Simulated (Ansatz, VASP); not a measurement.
# Two plane-wave programs on Pt

The input INCAR:

```
SYSTEM = Pt
AGGAC = 1.0 ; AGGAX = 1.0
ALDAC = 0.0 ; ALDAX = 1.0
ALGO = Normal ; EDIFF = 1E-6
EDIFFG = -0.01 ; ENCUT = 600
GGA = B5 ; IBRION = 2
ISIF = 3 ; ISMEAR = -1
LASPH = .TRUE. ; LCHARG = .FALSE.
LREAL = .FALSE. ; LWAVE = .FALSE.
NELM = 100 ; NSW = 80
PREC = Accurate ; SIGMA = 0.1
```

Contents of KPOINTS:

```
k-points
0
G
  13 13 7
  0 0 0
```

POSCAR

```
Pt
1.0
    2.7740467412      0.0000000000      0.0000000000
   -1.3870233706      2.4023949491      0.0000000000
    0.0000000000      0.0000000000      4.5300183283
Pt
2
Direct
    0.3333333333      0.6666666667      0.2500000000
    0.6666666667      0.3333333333      0.7500000000
```

Input for Ansatz:

```yaml
crystal:
  lattice:
    - [2.7740467412, 0.0, 0.0]
    - [-1.3870233706, 2.4023949491, 0.0]
    - [0.0, 0.0, 4.5300183283]
  atoms:
    - { symbol: Pt, position: [0.3333333333, 0.6666666667, 0.25] }
    - { symbol: Pt, position: [0.6666666667, 0.3333333333, 0.75] }
hamiltonian:
  xc: blyp
  pseudopotentials:
    kind: paw
    azcp:
      Pt: "pseudopotentials/Pt.paw.azcp"
basis:
  ecutwfc: 420
  fft_grid_basis: typed
kpoints:
  mp_grid: { grid: [13, 13, 7], shift: [0, 0, 0] }
magnetization:
  spin_polarized: false
scf:
  occupations: { method: fermi_dirac, width: 0.1 }
relax:
  max_steps: 60
  f_tol: 0.01
  cell: {}
output:
  write_density: true
  write_potential: true
  elf: true
  volumetric_format: npy
```

The cell was built by a generator and needn't be a form met in nature.

Alike in both runs: task relaxation of cell and atoms; functional BLYP; k mesh 13 × 13 × 7; occupations fermi-dirac, width 0.1 eV; no spin polarisation.

```csv
,VASP,Ansatz
version,VASP 6.6.1,Ansatz 0.2.0
potentials or method,"VASP PAW PBE potentials, release 64 (Pt)","plane waves (420 eV) with PAW, scalar-relativistic"
plane-wave cutoff (eV),600,420
valence electrons in the cell,20,36
```

VASP gave:

```
relaxed volume (Å³/atom)                                     : 16.86
relaxed cell length with the largest relative difference (Å) : 2.821
energy change over the relaxation (meV/atom)                 : -153
```

Which values does Ansatz return?

Relaxed volume (Å³/atom): 16.78; relaxed cell length with the largest relative difference (Å): 2.814; energy change over the relaxation (meV/atom): -141.

The two sets of potentials don't hold the same shells in valence.

Caveats: the PAW data sets were made with another functional, which shifts forces and pressure a little (VASP). The runs have no spin-orbit coupling, so splittings on Pt are missing.
